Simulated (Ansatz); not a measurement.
Take a crystal in which Se has been replaced by S on all its sites, with the cell rescaled by a rough guess (in some cases also distorted within its space group) and nothing relaxed:

```
Pb S
1.0
     2.17693   -6.19671    0.00000
     2.17693    6.19671    0.00000
     0.00000    0.00000    4.49603
Pb S
2 2
Direct
  0.63176 0.36824 0.75000
  0.36824 0.63176 0.25000
  0.86129 0.13871 0.75000
  0.13871 0.86129 0.25000
```

All numbers below come from DFT PBE, scalar-relativistic, plane waves, PAW (Ansatz 0.2.0).

Cutoff 420 eV; k points 8×8×6 on the computed 4-atom cell (Γ-centred); Gaussian smearing, width 0.02 eV; no spin polarisation.

Question: Will this cell want to expand or contract, and how hard?

Answer: The pressure is -4.7 GPa (positive in compression), so the cell would contract.

Question: Is it a metal on this mesh?

Answer: No: the gap is 1.38 eV, the least direct gap 1.48 eV.

Question: What is its energy against the elements in their standard states?

Answer: -0.452 eV/atom at this unrelaxed geometry, with the elements in the same functional.

Spin-orbit coupling is left out, which matters for the bands of heavy elements.

This form isn't the usual stable structure of the compound.